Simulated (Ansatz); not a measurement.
# CdTe (F-43m) in Ansatz: notebook

Aim: see how the results for CdTe move with the level of theory and the settings. Levels: PBE, PBEsol. Tasks: single point.

Everything below comes from runs of Ansatz 0.2.0. Logs are shortened: lines on timing, memory, paths and dates and some standing lists are left out, and cuts for length are marked.

**What was measured.**

A printed reference work, data compilation reports, for a bulk crystal of CdTe at 0 K: band gap 1.607 eV.

The results are compared with them further down.

## (1) The crystal as given

It takes space group F-43m (No. 216, cubic). Conventional cell: a = 6.410 Å, b = 6.410 Å, c = 6.410 Å, α = 90.00°, β = 90.00°, γ = 90.00°. Te (site symmetry -43m) is surrounded by 4 Cd at 2.78 Å. Cd (site symmetry -43m) has 4 Te at 2.78 Å as nearest neighbours.

## (2) Single point, PBE

Input file input.yaml:

```yaml
crystal:
  lattice:
    - [0.0, 3.205, 3.205]
    - [3.205, 0.0, 3.205]
    - [3.205, 3.205, 0.0]
  atoms:
    - { symbol: Te, position: [0.75, 0.75, 0.75] }
    - { symbol: Cd, position: [0.0, 0.0, 0.0] }
kpoints:
  mp_grid: { grid: [5, 5, 5] }
scf:
  occupations: { method: fermi_dirac, width: 0.03 }
hamiltonian:
  xc: pbe
  pseudopotentials: { kind: all_electron, lapw: { basis_error: 0.003 } }
output:
  forces: true
  stress: true
  eigenvalues: true
```

Potentials or basis: all-electron LAPW, scalar-relativistic.

Started as:

```bash
$ ansatz run input.yaml --threads 1 --pin off --max-ram 3072MiB --backend cpu --events-out ev --progress --plain --runs-dir out
```

The log of the run:

```text
Warning: RAYON_NUM_THREADS=1 ignored (pool sized by the plan → 1); use --threads N
LAPW: plane waves up to 7.752 Å⁻¹, error target 3.0e-3 eV per atom; small_component_spin mean_spin; Cd in spheres of 1.401 Å, 20 of its electrons in bands, Dirac shells []; Te in spheres of 1.375 Å, 24 of its electrons in bands, Dirac shells [] (how accurate: hamiltonian.pseudopotentials.lapw.basis_error, Limitations)
Engine: ansatz 0.2.0, aarch64-unknown-linux-gnu
Pseudopotentials: kind: all_electron
Pseudopotential: Te, LAPW, valence charge 24, lapw/all_electron/scalar/gaussian/Te, Koelling and Harmon's equation, gaussian nucleus
Pseudopotential: Cd, LAPW, valence charge 20, lapw/all_electron/scalar/gaussian/Cd, Koelling and Harmon's equation, gaussian nucleus
Functional definition: PBE
  parameter kappa = 0.804
  parameter beta = 0.06672455060314922
  exchange = pbe_x(kappa = kappa, mu = beta*pi^2/3)
  correlation = pbe_c(beta = beta)
Crystal: 2 atoms, lattice volume = 65.844 Å³
Basis set: ecut = 228.93269598776504 eV, 531 PW (Γ), exchange–correlation at level 2
Bands: 27, of which v1, the nominal top of the filled ones, is band 22 counted from 1 (21 counted from 0)
Symmetry: 24 space group operations
Space group: F-43m (ITA 216), of the structure as read, at distance tolerance 4.0e-5 Å
k-points: 10 of 125 (time reversal used)
Non-local potential: Te, projectors of the file, none
Non-local potential: Cd, projectors of the file, none
Initial density: superposition of atomic densities (chi_scale 0.1, normalization cell, long waves kept (reshape's long-wave potential 0.00 eV rms))
Initial wavefunctions: plane waves of lowest kinetic energy (no species holds an atomic orbital)
Functional: x = pbe(κ = 0.804, μ = 0.2195149727645171), c = pbe(β = 0.06672455060314922)
iter 1 solved again at ethr=1.30e-3 eV; its pass at ethr=1.00e-1 eV (dr2=5.73e-1 eV) is discarded
SCF iter   1: F=—  HF=-337120.867247 eV  |F-HF|=—  |Δ(HF+E_count)|=         —  Δρ=2.07e-2  dr2=5.74e-1  ethr=1.30e-3  ⟨swp⟩=2.0  Hψ=1743  notcnv=0
preconditioner: auto → none  [insulator: Δε(μ)=1.155 eV  Ē_g=11.772 eV  σ=0.030 eV  W_gap=1.00  n_scr=14 (ndim 8)  ℏωp=19.4 eV  f_vac=0.195  D(μ)=0.00/eV (n_scr^D=0)  ε∞_Penn≈3.7]
iter 2 solved again at ethr=5.02e-5 eV; its pass at ethr=1.30e-3 eV (dr2=2.21e-2 eV) is discarded
SCF iter   2: F=—  HF=-337120.658554 eV  |F-HF|=—  |Δ(HF+E_count)|=   2.09e-1  Δρ=6.36e-3  dr2=2.21e-2  ethr=5.02e-5  ⟨swp⟩=2.0  Hψ=1415  notcnv=0
SCF iter   3: F=—  HF=-337120.634886 eV  |F-HF|=—  |Δ(HF+E_count)|=   2.37e-2  Δρ=3.73e-3  dr2=8.96e-3  ethr=5.02e-5  ⟨swp⟩=2.3  Hψ=822  notcnv=0
SCF iter   4: F=—  HF=-337120.634831 eV  |F-HF|=—  |Δ(HF+E_count)|=   5.50e-5  Δρ=1.36e-3  dr2=1.36e-3  ethr=2.04e-5  ⟨swp⟩=2.0  Hψ=777  notcnv=0
SCF iter   5: F=—  HF=-337120.634954 eV  |F-HF|=—  |Δ(HF+E_count)|=   1.23e-4  Δρ=2.34e-4  dr2=2.85e-5  ethr=3.09e-6  ⟨swp⟩=2.0  Hψ=782  notcnv=0
SCF iter   6: F=—  HF=-337120.634972 eV  |F-HF|=—  |Δ(HF+E_count)|=   1.86e-5  Δρ=4.07e-5  dr2=9.47e-7  ethr=6.48e-8  ⟨swp⟩=2.8  Hψ=779  notcnv=0
SCF iter   7: F=-337120.634975 eV  HF=-337120.634975 eV  |F-HF|=4.50e-8  |Δ(HF+E_count)|=   2.87e-6  Δρ=4.55e-6  dr2=1.56e-8  ethr=2.15e-9  ⟨swp⟩=3.0  Hψ=816  notcnv=0
SCF 1 converged in 7 iterations: F = -337120.634975 eV  dr2 = 1.56e-8
SCF converged after 7 iterations
Free energy (F): -337120.634975 eV
Harris-Foulkes:  -337120.634975 eV  (|F-HF|=4.50e-8)
Internal energy: -337120.634975 eV  (E = F + TS)
E sigma→0 (E₀):  -337120.634975 eV
Entropy (-TS):   -0.000000 eV (-0.000 meV/atom)
Fermi energy:    9.806718 eV
--- Per-component energies (eV) ---
  E_band       = -1620.128369
  E_kinetic    = 354736.870267
  E_xc         = -9001.904369
  E_electrostatic = -682855.600874  (all electrons and nuclei)
  E_smearing   = -0.000000  (= −TS)
  E_closure    = 0.000000  (closes the sum)
  E_atoms      = -337115.932394  (free atoms, spherical and without spin; not in F)
  Σ components = -337120.634975   (vs F -337120.634975, Δ=0.00e0)
  Basis errors (estimates in eV, not in F): energy 1.2e-3 per atom: plane waves 1.1e-3 (6.8e-4 summed), levels above the bands 1.2e-116, relativity 3.0e-7, radial functions 4.8e-5, core shells 3.9e-7; eigenvalues (radial functions only) 2.1e-6; not estimated: angular momenta, meshes, grids; target (lapw.basis_error) 3.0e-3; muffin-tin radii Cd 1.401 Å, Te 1.375 Å
--- Forces (eV/Å), atoms counted from 1 ---
  atom   1  Te    -0.00000000     0.00000000     0.00000000
  atom   2  Cd     0.00000000    -0.00000000     0.00000000
  max |Σ_I F_I| component: 4.16e-17 eV/Å
--- Stress (GPa, compression-positive) ---
        4.331266      -0.000000      -0.000000
       -0.000000       4.331266       0.000000
       -0.000000       0.000000       4.331266
  P = ⅓ Tr σ = 4.3313 GPa (43.313 kbar)
--- Band table (eV; the first three rows and the last of 10) ---
  k-point 0: bands = ["-149.3457", "-99.3851", "-99.3851", "-99.3851", "-92.8617", "-53.9232", "-53.9232", "-53.9232", "-26.7277", "-26.7277", "-26.7277", "-26.7183", "-26.7183", "-2.0104", "0.9472", "0.9472", "0.9472", "1.2323", "1.2323", "9.3559", "9.3559", "9.3559", "10.2246", "13.9465", "13.9465", "13.9465", "16.8537"]
  k-point 1: bands = ["-149.3457", "-99.3851", "-99.3851", "-99.3851", "-92.8617", "-53.9232", "-53.9232", "-53.9232", "-26.7278", "-26.7276", "-26.7276", "-26.7182", "-26.7182", "-1.8614", "0.9752", "0.9752", "1.0755", "1.2309", "1.2309", "7.1547", "9.0276", "9.0276", "11.3754", "14.3218", "14.4008", "14.4008", "17.8014"]
  k-point 2: bands = ["-149.3457", "-99.3851", "-99.3851", "-99.3851", "-92.8617", "-53.9233", "-53.9232", "-53.9232", "-26.7279", "-26.7274", "-26.7274", "-26.7181", "-26.7181", "-1.6217", "1.0118", "1.0118", "1.2391", "1.2391", "1.4892", "5.0955", "8.5970", "8.5970", "11.2544", "14.5730", "14.5730", "16.2530", "17.5813"]
  k-point 9: bands = ["-149.3457", "-99.3851", "-99.3851", "-99.3851", "-92.8617", "-53.9233", "-53.9233", "-53.9232", "-26.7279", "-26.7275", "-26.7271", "-26.7183", "-26.7179", "-1.4855", "1.0714", "1.0776", "1.1922", "1.2404", "1.7542", "5.1236", "6.8672", "7.5232", "13.3369", "13.7213", "14.7261", "17.0467", "17.9639"]
```

It took 5.8 s on 1 thread of Arm Neoverse V1, shared host; peak memory 0.24 GiB.

Results:

```
Free energy            : -337120.6350 eV
Pressure               : 4.3 GPa
Band gap on the k mesh : 0.87 eV, direct
```

Levels at points of the mesh, in eV from the valence-band top:
```tsv
k point	band 20	band 21	band 22	band 23	band 24	band 25
(0.00, 0.00, 0.00)	0.00	0.00	0.00	0.87	4.59	4.59
```

Caveat: spin-orbit coupling is left out, which moves the levels of the heavy elements.

## (3) Single point, PBE

Input file input.yaml:

```yaml
crystal:
  lattice:
    - [0.0, 3.205, 3.205]
    - [3.205, 0.0, 3.205]
    - [3.205, 3.205, 0.0]
  atoms:
    - { symbol: Te, position: [0.75, 0.75, 0.75] }
    - { symbol: Cd, position: [0.0, 0.0, 0.0] }
kpoints:
  mp_grid: { grid: [7, 7, 7] }
scf:
  occupations: { method: gaussian, width: 0.016 }
hamiltonian:
  xc: pbe
  pseudopotentials: { kind: all_electron, lapw: { basis_error: 0.001 } }
output:
  forces: true
  stress: true
  eigenvalues: true
```

Potentials or basis: all-electron LAPW, scalar-relativistic.

Started as:

```bash
$ ansatz run input.yaml --threads 1 --pin off --max-ram 3072MiB --backend cpu --events-out ev --progress --plain --runs-dir out
```

The log of the run:

```text
Warning: RAYON_NUM_THREADS=1 ignored (pool sized by the plan → 1); use --threads N
LAPW: plane waves up to 8.257 Å⁻¹, error target 1.0e-3 eV per atom; small_component_spin mean_spin; Cd in spheres of 1.398 Å, 20 of its electrons in bands, Dirac shells []; Te in spheres of 1.378 Å, 24 of its electrons in bands, Dirac shells [] (how accurate: hamiltonian.pseudopotentials.lapw.basis_error, Limitations)
[... 3 set-up lines as earlier in the session ...]
[... 45 lines left out ...]
  atom   1  Te    -0.00000000     0.00000000     0.00000000
  atom   2  Cd     0.00000000    -0.00000000    -0.00000000
  max |Σ_I F_I| component: 2.31e-17 eV/Å
--- Stress (GPa, compression-positive) ---
        4.259424      -0.000000       0.000000
       -0.000000       4.259424       0.000000
        0.000000       0.000000       4.259424
  P = ⅓ Tr σ = 4.2594 GPa (42.594 kbar)
--- Band table (eV; the first three rows and the last of 20) ---
  k-point 0: bands = ["-149.3646", "-99.4040", "-99.4040", "-99.4040", "-92.8601", "-53.9213", "-53.9213", "-53.9213", "-26.7464", "-26.7464", "-26.7464", "-26.7370", "-26.7370", "-2.0203", "0.9485", "0.9485", "0.9485", "1.2344", "1.2344", "9.3475", "9.3475", "9.3475", "10.2199", "13.9443", "13.9443", "13.9443", "16.8474"]
  k-point 1: bands = ["-149.3646", "-99.4040", "-99.4040", "-99.4040", "-92.8601", "-53.9214", "-53.9213", "-53.9213", "-26.7465", "-26.7464", "-26.7464", "-26.7370", "-26.7370", "-1.9393", "0.9641", "0.9641", "1.0109", "1.2332", "1.2332", "7.8761", "9.1609", "9.1609", "11.1859", "13.9922", "14.2218", "14.2218", "17.7253"]
  k-point 2: bands = ["-149.3646", "-99.4040", "-99.4040", "-99.4040", "-92.8601", "-53.9214", "-53.9214", "-53.9214", "-26.7465", "-26.7462", "-26.7462", "-26.7370", "-26.7370", "-1.7566", "0.9956", "0.9956", "1.2275", "1.2350", "1.2350", "6.1312", "8.8033", "8.8033", "11.3730", "14.5637", "14.5637", "15.1660", "17.5084"]
  k-point 19: bands = ["-149.3646", "-99.4040", "-99.4040", "-99.4040", "-92.8601", "-53.9214", "-53.9214", "-53.9214", "-26.7466", "-26.7463", "-26.7458", "-26.7370", "-26.7367", "-1.4729", "1.0742", "1.0903", "1.1998", "1.2371", "1.8307", "5.0196", "6.6930", "7.4198", "13.0713", "14.2046", "15.3099", "16.1036", "18.3367"]
```

It took 13 s on 1 thread of Arm Neoverse V1, shared host; peak memory 0.29 GiB.

What came out:

- Free energy: -337120.6535 eV
- Pressure: 4.3 GPa
- Band gap on the k mesh: 0.87 eV, direct

Caveat: spin-orbit coupling is left out, which moves the levels of the heavy elements.

## (4) Single point, PBEsol

input.yaml: that of step 3 with these lines changed.

```diff
@@ -11,5 +11,5 @@
 scf:
-  occupations: { method: gaussian, width: 0.016 }
+  occupations: { method: gaussian, width: 0.1 }
 hamiltonian:
-  xc: pbe
+  xc: pbesol
   pseudopotentials: { kind: all_electron, lapw: { basis_error: 0.001 } }
```

Potentials or basis: all-electron LAPW, scalar-relativistic.

Started as:

```bash
$ ansatz run input.yaml --threads 1 --pin off --max-ram 3072MiB --backend cpu --events-out ev --progress --plain --runs-dir out
```

The log of the run:

```text
Warning: RAYON_NUM_THREADS=1 ignored (pool sized by the plan → 1); use --threads N
LAPW: plane waves up to 8.259 Å⁻¹, error target 1.0e-3 eV per atom; small_component_spin mean_spin; Cd in spheres of 1.398 Å, 20 of its electrons in bands, Dirac shells []; Te in spheres of 1.378 Å, 24 of its electrons in bands, Dirac shells [] (how accurate: hamiltonian.pseudopotentials.lapw.basis_error, Limitations)
[... 4 set-up lines as earlier in the session ...]
Functional definition: PBEsol
  exchange = pbesol_x
  correlation = pbesol_c
Crystal: 2 atoms, lattice volume = 65.844 Å³
Basis set: ecut = 259.8598291873962 eV, 609 PW (Γ), exchange–correlation at level 2
Bands: 27, of which v1, the nominal top of the filled ones, is band 22 counted from 1 (21 counted from 0)
[... 2 set-up lines as earlier in the session ...]
k-points: 20 of 343 (time reversal used)
[... 4 set-up lines as earlier in the session ...]
Functional: x = pbesol(κ = 0.804, μ = 0.12345679012345678), c = pbesol(β = 0.046)
iter 1 solved again at ethr=1.15e-3 eV; its pass at ethr=1.00e-1 eV (dr2=5.08e-1 eV) is discarded
SCF iter   1: F=—  HF=-336972.000887 eV  |F-HF|=—  |Δ(HF+E_count)|=         —  Δρ=2.00e-2  dr2=5.09e-1  ethr=1.15e-3  ⟨swp⟩=2.0  Hψ=3486  notcnv=0
preconditioner: auto → none  [insulator: Δε(μ)=1.047 eV  Ē_g=11.677 eV  σ=0.100 eV  W_gap=1.00  n_scr=14 (ndim 8)  ℏωp=19.4 eV  f_vac=0.204  D(μ)=0.00/eV (n_scr^D=0)  ε∞_Penn≈3.8]
iter 2 solved again at ethr=4.64e-5 eV; its pass at ethr=1.15e-3 eV (dr2=2.04e-2 eV) is discarded
SCF iter   2: F=—  HF=-336971.796263 eV  |F-HF|=—  |Δ(HF+E_count)|=   2.05e-1  Δρ=6.24e-3  dr2=2.04e-2  ethr=4.64e-5  ⟨swp⟩=2.0  Hψ=2746  notcnv=0
SCF iter   3: F=—  HF=-336971.768313 eV  |F-HF|=—  |Δ(HF+E_count)|=   2.79e-2  Δρ=3.68e-3  dr2=8.19e-3  ethr=4.64e-5  ⟨swp⟩=2.6  Hψ=1557  notcnv=0
SCF iter   4: F=—  HF=-336971.766806 eV  |F-HF|=—  |Δ(HF+E_count)|=   1.51e-3  Δρ=1.20e-3  dr2=9.71e-4  ethr=1.86e-5  ⟨swp⟩=2.0  Hψ=1535  notcnv=0
SCF iter   5: F=—  HF=-336971.766714 eV  |F-HF|=—  |Δ(HF+E_count)|=   9.18e-5  Δρ=1.84e-4  dr2=1.55e-5  ethr=2.21e-6  ⟨swp⟩=2.0  Hψ=1535  notcnv=0
SCF iter   6: F=—  HF=-336971.766718 eV  |F-HF|=—  |Δ(HF+E_count)|=   3.75e-6  Δρ=2.95e-5  dr2=4.41e-7  ethr=3.53e-8  ⟨swp⟩=2.0  Hψ=1536  notcnv=0
SCF iter   7: F=-336971.766718 eV  HF=-336971.766718 eV  |F-HF|=1.55e-8  |Δ(HF+E_count)|=   9.05e-7  Δρ=3.29e-6  dr2=7.52e-9  ethr=1.00e-9  ⟨swp⟩=3.0  Hψ=1606  notcnv=0
SCF 1 converged in 7 iterations: F = -336971.766718 eV  dr2 = 7.52e-9
SCF converged after 7 iterations
Free energy (F): -336971.766718 eV
Harris-Foulkes:  -336971.766718 eV  (|F-HF|=1.55e-8)
Internal energy: -336971.766718 eV  (E = F + TS)
E sigma→0 (E₀):  -336971.766718 eV
Fermi energy:    9.593998 eV
--- Per-component energies (eV) ---
  E_band       = -1623.918987
  E_kinetic    = 354549.531073
  E_xc         = -8850.499870
  E_electrostatic = -682670.797922  (all electrons and nuclei)
  E_smearing   = -0.000000  (= −TS)
  E_closure    = 0.000000  (closes the sum)
  E_atoms      = -336966.303613  (free atoms, spherical and without spin; not in F)
  Σ components = -336971.766718   (vs F -336971.766718, Δ=0.00e0)
  Basis errors (estimates in eV, not in F): energy 4.3e-4 per atom: plane waves 4.0e-4 (2.3e-4 summed), levels above the bands 0.0e0, relativity 1.6e-8, radial functions 3.0e-5, core shells 4.2e-7; eigenvalues (radial functions only) 1.2e-6; not estimated: angular momenta, meshes, grids; target (lapw.basis_error) 1.0e-3; muffin-tin radii Cd 1.398 Å, Te 1.378 Å
--- Forces (eV/Å), atoms counted from 1 ---
  atom   1  Te    -0.00000000     0.00000000    -0.00000000
  atom   2  Cd     0.00000000    -0.00000000     0.00000000
  max |Σ_I F_I| component: 3.70e-17 eV/Å
--- Stress (GPa, compression-positive) ---
        1.683570       0.000000      -0.000000
        0.000000       1.683570       0.000000
       -0.000000       0.000000       1.683570
  P = ⅓ Tr σ = 1.6836 GPa (16.836 kbar)
--- Band table (eV; the first three rows and the last of 20) ---
  k-point 0: bands = ["-149.2872", "-99.3912", "-99.3912", "-99.3912", "-92.8629", "-53.9571", "-53.9571", "-53.9571", "-26.8438", "-26.8438", "-26.8438", "-26.8340", "-26.8340", "-2.2019", "0.8368", "0.8368", "0.8368", "1.1273", "1.1273", "9.2085", "9.2085", "9.2085", "9.9655", "13.7501", "13.7501", "13.7501", "16.5428"]
  k-point 1: bands = ["-149.2872", "-99.3912", "-99.3912", "-99.3912", "-92.8629", "-53.9572", "-53.9572", "-53.9572", "-26.8438", "-26.8437", "-26.8437", "-26.8340", "-26.8340", "-2.1195", "0.8526", "0.8526", "0.8977", "1.1260", "1.1260", "7.7016", "9.0194", "9.0194", "10.9631", "13.7731", "14.0296", "14.0296", "17.4404"]
  k-point 2: bands = ["-149.2872", "-99.3912", "-99.3912", "-99.3912", "-92.8629", "-53.9572", "-53.9572", "-53.9572", "-26.8439", "-26.8436", "-26.8436", "-26.8339", "-26.8339", "-1.9328", "0.8845", "0.8845", "1.1116", "1.1277", "1.1277", "5.9517", "8.6582", "8.6582", "11.1470", "14.3711", "14.3711", "14.9232", "17.2130"]
  k-point 19: bands = ["-149.2872", "-99.3912", "-99.3912", "-99.3912", "-92.8629", "-53.9572", "-53.9572", "-53.9572", "-26.8440", "-26.8436", "-26.8432", "-26.8340", "-26.8336", "-1.6411", "0.9636", "0.9803", "1.0914", "1.1297", "1.7148", "4.8394", "6.5179", "7.2552", "12.8610", "13.9953", "15.0892", "15.8663", "18.1203"]
```

Run time: 12 s. Hardware: 1 thread of Arm Neoverse V1, shared host; peak memory 0.29 GiB.

Results:

* Free energy: -336971.7667 eV
* Pressure: 1.7 GPa
* Band gap on the k mesh: 0.76 eV, direct

Levels at points of the mesh, in eV from the valence-band top:
| k point | band 18 | band 19 | band 20 | band 21 | band 22 | band 23 | band 24 | band 25 | band 26 | band 27 |
| --- | --- | --- | --- | --- | --- | --- | --- | --- | --- | --- |
| (0.00, 0.00, 0.00) | -8.08 | -8.08 | 0.00 | 0.00 | 0.00 | 0.76 | 4.54 | 4.54 | 4.54 | 7.33 |

Caveat: spin-orbit coupling is left out, which moves the levels of the heavy elements.

(Continued in part 2 of 2.)
